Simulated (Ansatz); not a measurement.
Molecular dynamics of CaF2

input.yaml

```yaml
crystal:
  lattice:
    - [5.36515, 0.0, 0.0]
    - [0.0, 5.36515, 0.0]
    - [0.0, 0.0, 5.36515]
  atoms:
    - { symbol: Ca, position: [0.0, 0.0, 0.0] }
    - { symbol: F, position: [0.25, 0.25, 0.25] }
    - { symbol: F, position: [0.75, 0.75, 0.75] }
    - { symbol: Ca, position: [0.5, 0.5, 0.0] }
    - { symbol: F, position: [0.75, 0.75, 0.25] }
    - { symbol: F, position: [0.25, 0.25, 0.75] }
    - { symbol: Ca, position: [0.5, 0.0, 0.5] }
    - { symbol: F, position: [0.75, 0.25, 0.75] }
    - { symbol: F, position: [0.25, 0.75, 0.25] }
    - { symbol: Ca, position: [0.0, 0.5, 0.5] }
    - { symbol: F, position: [0.25, 0.75, 0.75] }
    - { symbol: F, position: [0.75, 0.25, 0.25] }
basis:
  ecutwfc: 420.0
kpoints:
  mp_grid: { grid: [2, 2, 2] }
hamiltonian:
  xc: pbesol
  pseudopotentials: { kind: paw, azcp: { folder: soft_1 } }
scf:
  occupations: { method: fermi_dirac, width: 0.3 }
  lower_state_search: "off"
md:
  timestep: 2.25
  n_steps: 230
  ensemble: nvt_langevin
  temperature: 3500.0
  initial_velocities: maxwell_boltzmann
  seed: 510495
  friction: 0.02
```

Launched with:

```bash
$ ansatz run input.yaml --threads 1 --pin off --max-ram 3072MiB --backend cpu --events-out ev --progress --plain --runs-dir out
```

It starts from a structure without forces on its atoms.

Output, in part (step lines):

```
md step     0: t =     0.00 fs  T =  3208.3 K  F+E_penalty+E_count = -13603.52982699 eV  E_kin = 4.976510 eV  (10 SCF iters)
md step     1: t =     2.25 fs  T =  3165.0 K  F+E_penalty+E_count = -13603.45242092 eV  E_kin = 4.909264 eV  (8 SCF iters)
md step     2: t =     4.50 fs  T =  2862.3 K  F+E_penalty+E_count = -13603.23707196 eV  E_kin = 4.439838 eV  (8 SCF iters)
md step     3: t =     6.75 fs  T =  2154.0 K  F+E_penalty+E_count = -13602.93294297 eV  E_kin = 3.341083 eV  (8 SCF iters)
md step     4: t =     9.00 fs  T =  1900.5 K  F+E_penalty+E_count = -13602.60782987 eV  E_kin = 2.947943 eV  (8 SCF iters)
md step     5: t =    11.25 fs  T =  1875.8 K  F+E_penalty+E_count = -13602.27801676 eV  E_kin = 2.909634 eV  (7 SCF iters)
md step     6: t =    13.50 fs  T =  2114.3 K  F+E_penalty+E_count = -13601.90955109 eV  E_kin = 3.279586 eV  (7 SCF iters)
md step     7: t =    15.75 fs  T =  1996.5 K  F+E_penalty+E_count = -13601.51377437 eV  E_kin = 3.096800 eV  (8 SCF iters)
[... lines left out ...]
md step   229: t =   515.25 fs  T =  3109.9 K  F+E_penalty+E_count = -13599.32927839 eV  E_kin = 4.823770 eV  (7 SCF iters)
md step   230: t =   517.50 fs  T =  2583.2 K  F+E_penalty+E_count = -13598.76812754 eV  E_kin = 4.006817 eV  (8 SCF iters)
```

The steps, from the saved trajectory:

```tsv
time (fs)	T (K)	potential energy less start (eV)
0	3208	0.000
15.75	1996	2.016
31.5	2634	2.805
47.25	2009	2.997
63	2347	3.627
78.75	2403	3.138
94.5	3650	3.093
110.25	3638	4.138
126	4304	4.709
141.75	3290	5.141
157.5	3725	5.549
173.25	3482	4.942
189	3589	4.086
204.75	3445	3.181
220.5	2850	5.333
236.25	3556	4.543
252	2783	5.714
267.75	2690	5.034
283.5	2451	4.843
299.25	2975	3.595
315	2085	5.313
330.75	2762	4.362
346.5	3442	4.485
362.25	2592	5.524
378	3018	4.905
393.75	3871	4.748
409.5	2693	4.821
425.25	2029	4.023
441	2154	3.321
456.75	2089	3.989
472.5	2380	4.111
488.25	3196	3.160
504	3332	2.720
```

The run went to its last step. The mean temperature of the second half is 19 % below the set value. A run of 0.52 ps of so small a system gives no equilibrium averages. Limits of this set-up: coarse k mesh, PAW files made for another functional.

Mean squared displacements from the first frame to the last, about the centre of mass: Ca 0.26 Å², F 0.92 Å².

Last frame:

```xyz
12
Lattice="5.3651 0.0000 0.0000 0.0000 5.3651 0.0000 0.0000 0.0000 5.3651" Properties=species:S:1:pos:R:3
Ca -0.866 0.526 0.179
F 1.235 2.278 2.051
F 4.068 5.225 3.820
Ca 1.584 3.347 0.281
F 3.429 4.484 1.074
F 2.010 1.025 5.127
Ca 2.368 0.356 2.879
F 4.390 2.528 4.731
F 0.629 4.925 1.249
Ca -0.382 3.428 2.543
F 1.732 4.059 3.403
F 3.750 1.932 2.022
```

Run time: 15 min on 1 thread of Arm Neoverse V2, on a shared host, peak memory 0.49 GiB.
